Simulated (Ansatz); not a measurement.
A: InP (zinc blende), a = b = c = 5.9068 Å, α = β = γ = 90.00°
B: BP (zinc blende), a = b = c = 4.5366 Å, α = β = γ = 90.00°
C: LiI (rock salt), a = b = c = 6.018 Å, α = β = γ = 90.00°

Scan: energy over volume and axial ratio (atoms clamped). One method and one kind of scan serve all of them; meshes and ranges differ. All were relaxed with their symmetry unable to fall. Spin-orbit coupling is left out.

### Question
Put the candidates in order of shear modulus C′ = (C11 − C12)/2 (fitted), highest first, for r2SCAN (plane waves to 500 eV, PAW, scalar-relativistic; Ansatz, an electronic-structure program).

### Answer
B (144 GPa), A (22 GPa), C (11 GPa)

(Under strain, the slope of the energy per volume gives the stress and its curvature an elastic modulus.)
